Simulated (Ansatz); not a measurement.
# Co (P-3m1) in Ansatz: a series of runs

Runs on Co. Level: PBEsol. Tasks: single point.

Everything below comes from runs of Ansatz 0.2.0. Logs are shortened: lines on timing, memory, paths and dates and some standing lists are left out, and cuts for length are marked.

## 1. The structure

The structure is trigonal, space group P-3m1 (No. 164). The conventional cell has a = 2.487 Å, b = 2.487 Å, c = 4.063 Å, α = 90.00°, β = 90.00°, γ = 120.00°. Co (site symmetry 3m) has 12 Co at 2.42 to 2.55 Å as nearest neighbours.

## 2. Single point, PBEsol, collinear spin, random start

File input.yaml:

```yaml
crystal:
  lattice:
    - [2.4873648738, 0.0, 0.0]
    - [-1.2436824369, 2.1541211692, 0.0]
    - [0.0, 0.0, 4.0632895034]
  atoms:
    - { symbol: Co, position: [0.3333333333, 0.6666666667, 0.740139], spin: 0.68 }
    - { symbol: Co, position: [0.6666666667, 0.3333333333, 0.259861], spin: -2.21 }
hamiltonian:
  xc: pbesol
  pseudopotentials: { kind: paw }
magnetization:
  spin_polarized: true
kpoints:
  mp_grid: { grid: [12, 12, 7] }
scf:
  occupations: { method: fermi_dirac, width: 0.05 }
output:
  forces: true
  stress: true
  eigenvalues: true
```

Potentials or basis: Ansatz PAW.

Started as:

```
$ ansatz run input.yaml --threads 2 --pin off --max-ram 5632MiB --backend cpu --events-out ev --progress --plain --runs-dir out
```

Standard output:

```text
Warning: RAYON_NUM_THREADS=2 ignored (pool sized by the plan → 2); use --threads N
Engine: ansatz 0.2.0, aarch64-unknown-linux-gnu
Pseudopotentials: kind: paw
Pseudopotential: Co, paw, valence charge 17, recommended cutoff 420 eV (normal), Co.paw.azcp
Functional definition: PBEsol
  exchange = pbesol_x
  correlation = pbesol_c
Crystal: 2 atoms, lattice volume = 21.771 Å³
Basis set: ecut = 420 eV, 391 PW (Γ), exchange–correlation on 36×36×60 points (8 copies of the dense FFT grid, shifted against one another)
Bands: 23, of which v1, the nominal top of the filled ones, is band 17 counted from 1 (16 counted from 0)
Symmetry: 6 space group operations
Space group: P3m1 (ITA 156), of the structure as read, at distance tolerance 2.8e-5 Å
Magnetic group: BNS 156.49 (UNI 1279), of the structure as read, at distance tolerance 2.8e-5 Å
k-points: 112 of 1008 (time reversal used)
Non-local potential: Co, projectors of the file, l = 0: 3, l = 1: 2, l = 2: 3, l = 3: 1
PAW form: soft (Blöchl's): semilocal exchange-correlation on the pseudo side does not see the compensation charge
PAW frozen core: Co, regenerated for the run's functional, and the local potential with it (the file was generated under x = pbe(κ = 0.804, μ = 0.2195149727645171), c = pbe(β = 0.06672455060314922))
PAW one-centre angular grid: Co, 590 points (default); XC on 64 Gauss nodes
Initial density: superposition of atomic densities (chi_scale 0.1, normalization cell)
Starting moments: Σ|m| = 2.89 μB on 2 of 2 sites
Initial wavefunctions: pseudopotential atomic-orbital guess
Functional: x = pbesol(κ = 0.804, μ = 0.12345679012345678), c = pbesol(β = 0.046)
SCF iter   1: F=—  HF=-10186.213168 eV  |F-HF|=—  |Δ(HF+E_count)|=         —  Δρ=2.56e-1 (↑2.56e-1 ↓1.54e-1)  dr2=3.17e0  dr2_m=7.65e0  M=-2.949 μB ∫|m|=3.048 μB  β_m=0.30  ethr=3.10e-3  ⟨swp⟩=5.3  Hψ=19490  notcnv=0
Mixer restart at iter 1: flushing history
preconditioner: auto → none  [metal: Δε(μ)=0.002 eV  Ē_g=9.028 eV  σ=0.050 eV  W_gap=0.01  n_scr=8 (ndim 8)  ℏωp=33.8 eV  f_vac=0.000  D(μ)=2.40/eV (n_scr^D=34)  sad-step TF]
SCF iter   2: F=—  HF=-10185.099108 eV  |F-HF|=—  |Δ(HF+E_count)|=    1.11e0  Δρ=1.92e-1 (↑1.92e-1 ↓1.76e-1)  dr2=2.34e-1  dr2_m=6.69e0  M=-3.311 μB ∫|m|=3.466 μB  β_m=0.65  ethr=3.10e-3  ⟨swp⟩=2.6  Hψ=10966  notcnv=0  defer=79
SCF iter   3: F=—  HF=-10186.383251 eV  |F-HF|=—  |Δ(HF+E_count)|=    1.28e0  Δρ=9.74e-2 (↑9.74e-2 ↓4.57e-2)  dr2=1.98e0  dr2_m=3.82e-1  M=-3.263 μB ∫|m|=3.511 μB  β_m=0.66  ethr=6.90e-4  ⟨swp⟩=3.1  Hψ=11986  notcnv=0  defer=79
SCF iter   4: F=—  HF=-10186.354332 eV  |F-HF|=—  |Δ(HF+E_count)|=   2.89e-2  Δρ=1.44e-1 (↑1.44e-1 ↓4.61e-2)  dr2=5.57e0  dr2_m=7.68e-1  M=-3.252 μB ∫|m|=3.553 μB  β_m=0.43  ethr=6.90e-4  ⟨swp⟩=3.4  Hψ=13451  notcnv=0  defer=94  recentre
SCF iter   5: F=—  HF=-10185.909681 eV  |F-HF|=—  |Δ(HF+E_count)|=   4.45e-1  Δρ=1.91e-2 (↑1.91e-2 ↓1.57e-2)  dr2=1.13e-1  dr2_m=3.11e-2  M=-3.301 μB ∫|m|=3.595 μB  β_m=0.54  ethr=6.90e-4  ⟨swp⟩=3.2  Hψ=12764  notcnv=0  defer=86
SCF iter   6: F=—  HF=-10185.914823 eV  |F-HF|=—  |Δ(HF+E_count)|=   5.14e-3  Δρ=1.08e-2 (↑1.08e-2 ↓1.05e-2)  dr2=2.04e-2  dr2_m=1.59e-2  M=-3.284 μB ∫|m|=3.571 μB  β_m=0.63  ethr=3.34e-4  ⟨swp⟩=2.1  Hψ=8163  notcnv=0  defer=75
SCF iter   7: F=—  HF=-10185.934830 eV  |F-HF|=—  |Δ(HF+E_count)|=   2.00e-2  Δρ=1.46e-2 (↑1.35e-2 ↓1.46e-2)  dr2=1.19e-3  dr2_m=3.91e-2  M=-3.261 μB ∫|m|=3.548 μB  β_m=0.62  ethr=6.01e-5  ⟨swp⟩=2.0  Hψ=8306  notcnv=0  defer=75
SCF iter   8: F=—  HF=-10185.933535 eV  |F-HF|=—  |Δ(HF+E_count)|=   1.29e-3  Δρ=3.01e-3 (↑3.01e-3 ↓1.23e-3)  dr2=9.05e-4  dr2_m=5.88e-4  M=-3.255 μB ∫|m|=3.551 μB  β_m=0.64  ethr=3.51e-6  ⟨swp⟩=2.0  Hψ=10220  notcnv=0  defer=75
SCF iter   9: F=—  HF=-10185.934173 eV  |F-HF|=—  |Δ(HF+E_count)|=   6.37e-4  Δρ=4.33e-4 (↑4.33e-4 ↓3.12e-4)  dr2=2.81e-5  dr2_m=1.55e-5  M=-3.261 μB ∫|m|=3.557 μB  β_m=0.82  ethr=2.66e-6  ⟨swp⟩=2.0  Hψ=8692  notcnv=0  defer=75
SCF iter  10: F=—  HF=-10185.934186 eV  |F-HF|=—  |Δ(HF+E_count)|=   1.27e-5  Δρ=1.99e-4 (↑1.35e-4 ↓1.99e-4)  dr2=1.35e-5  dr2_m=3.04e-7  M=-3.261 μB ∫|m|=3.558 μB  β_m=0.71  ethr=8.26e-8  ⟨swp⟩=2.5  Hψ=7905  notcnv=0  defer=75
SCF iter  11: F=—  HF=-10185.934184 eV  |F-HF|=—  |Δ(HF+E_count)|=   1.27e-6  Δρ=3.73e-5 (↑2.42e-5 ↓3.73e-5)  dr2=2.68e-7  dr2_m=1.54e-7  M=-3.262 μB ∫|m|=3.558 μB  β_m=0.64  ethr=3.96e-8  ⟨swp⟩=2.0  Hψ=7059  notcnv=0  defer=75
SCF iter  12: F=—  HF=-10185.934184 eV  |F-HF|=—  |Δ(HF+E_count)|=   5.14e-8  Δρ=7.98e-6 (↑7.98e-6 ↓6.52e-6)  dr2=3.01e-8  dr2_m=1.74e-9  M=-3.262 μB ∫|m|=3.558 μB  β_m=0.68  ethr=7.89e-10  ⟨swp⟩=2.2  Hψ=7727  notcnv=0  defer=75
SCF iter  13: F=—  HF=-10185.934184 eV  |F-HF|=—  |Δ(HF+E_count)|=   2.51e-8  Δρ=1.41e-5 (↑1.41e-5 ↓5.61e-6)  dr2=6.36e-8  dr2_m=5.41e-9  M=-3.262 μB ∫|m|=3.558 μB  β_m=0.46  ethr=8.85e-11  ⟨swp⟩=2.6  Hψ=9149  notcnv=0  defer=75
SCF iter  14: F=—  HF=-10185.934184 eV  |F-HF|=—  |Δ(HF+E_count)|=   3.95e-9  Δρ=6.98e-6 (↑6.98e-6 ↓1.59e-6)  dr2=1.43e-8  dr2_m=1.58e-9  M=-3.262 μB ∫|m|=3.558 μB  β_m=0.67  ethr=8.85e-11  ⟨swp⟩=1.9  Hψ=6745  notcnv=0  defer=75
SCF iter  15: F=-10185.934184 eV  HF=-10185.934184 eV  |F-HF|=6.44e-9  |Δ(HF+E_count)|=  9.55e-10  Δρ=4.77e-6 (↑4.77e-6 ↓1.19e-6)  dr2=7.08e-9  dr2_m=6.59e-10  M=-3.262 μB ∫|m|=3.558 μB  ethr=4.22e-11  ⟨swp⟩=3.6  Hψ=14816  notcnv=0
SCF 1 converged in 15 iterations: F = -10185.934184 eV  dr2 = 7.08e-9
SCF converged after 15 iterations
Magnetization: -3.2616 μB (15.3692 up, 18.6308 down)
Absolute magnetization: 3.5592 μB (∫|ρ↑−ρ↓|, with the PAW one-centre terms)
Spin contamination: 0.0517 ħ² per cell (⟨S²⟩ above its minimum at these occupations)
Per-site moments (μB) at R_I (Å): [(-1.7003843570363475, 0.9994691688402235), (-1.7003627981582827, 0.9994691688402235)]
Free energy (F): -10185.934184 eV
Harris-Foulkes:  -10185.934184 eV  (|F-HF|=6.44e-9)
Internal energy: -10185.919105 eV  (E = F + TS)
E sigma→0 (E₀):  -10185.926644 eV
Entropy (-TS):   -0.015080 eV (-7.540 meV/atom)
Fermi energy:    18.460339 eV
--- Per-component energies (eV) ---
  E_band       = -493.362386
  E_kinetic    = 907.135545
  E_local      = -5687.061914  (includes V_loc(G=0)·N_el)
  E_nonlocal   = 911.271380
  E_hartree    = 2378.694620
  E_xc         = -315.309010
  E_vxc        = -408.764733  (∫ρ·V_xc dr)
  E_paw        = -2964.866335  (= ΣΔE_a)
  E_vpaw       = -973.332870  (= ΣTr[D̂ρ^β])
  E_aug_tail   = 0.000118  (compensation charges beyond the density's cutoff)
  E_ewald      = -5416.160346
  E_core_change = 0.376838  (= ΣΔE_core)
  E_smearing   = -0.015080  (= −TS)
  E_closure    = -0.000000  (closes the sum)
  Σ components = -10185.934184   (vs F -10185.934184, Δ=0.00e0)
--- Forces (eV/Å), atoms counted from 1 ---
  atom   1  Co     0.00000000    -0.00000000     0.44248644
  atom   2  Co    -0.00000000     0.00000000    -0.44250153
  max |Σ_I F_I| component: 1.51e-5 eV/Å
--- Stress (GPa, compression-positive) ---
       -8.367409       0.000000      -0.000000
       -0.000000      -8.367409      -0.000000
       -0.000000      -0.000000     -11.258576
  P = ⅓ Tr σ = -9.3311 GPa (-93.311 kbar)
--- Band table (eV; the first three rows and the last of 224) ---
  k-point 0 ↑: bands = ["-75.2707", "-75.2095", "-38.8683", "-38.5595", "-38.5595", "-38.5099", "-38.5078", "-38.5078", "9.4270", "14.1693", "17.3734", "17.4849", "17.4849", "17.8057", "17.8057", "18.1719", "18.3636", "18.3636", "19.5332", "19.5332", "25.5688", "40.0686", "43.0597"]
  k-point 1 ↑: bands = ["-75.2680", "-75.2122", "-38.8519", "-38.5572", "-38.5572", "-38.5269", "-38.5100", "-38.5100", "9.6302", "14.0021", "17.2594", "17.4361", "17.4361", "17.7556", "17.7587", "17.7587", "18.4793", "18.4793", "19.5212", "19.5212", "26.5545", "39.9308", "41.7965"]
  k-point 2 ↑: bands = ["-75.2608", "-75.2195", "-38.8067", "-38.5734", "-38.5512", "-38.5512", "-38.5161", "-38.5161", "10.2236", "13.3754", "16.8634", "17.3225", "17.3764", "17.3764", "17.6292", "17.6292", "18.7468", "18.7468", "19.4607", "19.4607", "28.8748", "38.3243", "40.4465"]
  k-point 111 ↓: bands = ["-77.2583", "-77.2583", "-40.7892", "-40.7892", "-40.7394", "-40.7014", "-40.5950", "-40.5950", "14.4659", "14.5576", "14.5576", "14.8890", "15.4698", "15.4698", "16.4060", "16.7184", "17.6721", "17.6721", "24.0480", "24.0480", "25.0229", "26.3611", "27.9637"]
```

It took 12 s on 2 threads of Arm Neoverse V2, shared host; peak memory 0.41 GiB.

Results:

* Free energy: -10185.9342 eV
* Pressure: -9.3 GPa
* Largest force: 0.443 eV/Å
* Band gap on the k mesh: none (metal or under the smearing width)
* Net moment: -3.26 μB per cell
* Absolute moment: 3.56 μB per cell
* Site moments: Co -1.70 μB

Forces on the atoms (eV/Å):
```
Co   0.000  0.000  0.442
Co   0.000  0.000 -0.443
```

Caveat: the PAW data sets come from PBE, with cores solved anew for the run's functional, which leaves a small shift of forces and pressure; the starting moments weren't kept.

## 3. Single point, PBEsol, collinear spin, ferromagnetic start

input.yaml: that of step 2 with these lines changed.

```diff
@@ -6,4 +6,4 @@
   atoms:
-    - { symbol: Co, position: [0.3333333333, 0.6666666667, 0.740139], spin: 0.68 }
-    - { symbol: Co, position: [0.6666666667, 0.3333333333, 0.259861], spin: -2.21 }
+    - { symbol: Co, position: [0.3333333333, 0.6666666667, 0.740139], spin: 3.5 }
+    - { symbol: Co, position: [0.6666666667, 0.3333333333, 0.259861], spin: 3.5 }
 hamiltonian:
```

Potentials or basis: Ansatz PAW.

Started as:

```
$ ansatz run input.yaml --threads 2 --pin off --max-ram 5632MiB --backend cpu --events-out ev --progress --plain --runs-dir out
```

Wall time 5.2 s (2 threads of Arm Neoverse V2, shared host); peak memory 0.38 GiB.

The run converged. Its results:

```yaml
Free_energy: -10185.9342 eV
Pressure: -9.3 GPa
Largest_force: 0.442 eV/Å
Band_gap_on_the_k_mesh: none (metal or under the smearing width)
Net_moment: 3.26 μB per cell
Absolute_moment: 3.56 μB per cell
Site_moments: Co +1.70 μB
```

Forces on the atoms (eV/Å):
```
Co   0.000  0.000  0.442
Co   0.000  0.000 -0.442
```

Stress tensor (GPa, compression positive):
```
 -8.37   0.00   0.00
  0.00  -8.37   0.00
  0.00   0.00 -11.26
```

Levels at points of the mesh, in eV from the Fermi level:
Spin up:
| k point | band 17 | band 18 | band 19 | band 20 | band 21 | band 22 |
| --- | --- | --- | --- | --- | --- | --- |
| (0.00, 0.00, 0.00) | -1.91 | -0.83 | -0.83 | -0.33 | 6.04 | 21.78 |
| (0.00, -0.50, 0.00) | -0.65 | -0.50 | 1.24 | 3.24 | 9.27 | 10.24 |
Spin down:
```csv
k point,band 12,band 13,band 14,band 15,band 16,band 17,band 18,band 19
"(0.00, 0.00, 0.00)",-0.98,-0.98,-0.65,-0.65,-0.29,-0.10,-0.10,1.07
"(0.00, -0.50, 0.00)",-1.87,-1.11,-1.08,-0.66,1.22,1.31,1.39,2.54
```

Caveat: the PAW data sets come from PBE, with cores solved anew for the run's functional, which leaves a small shift of forces and pressure.

[end of part 1 of 2]
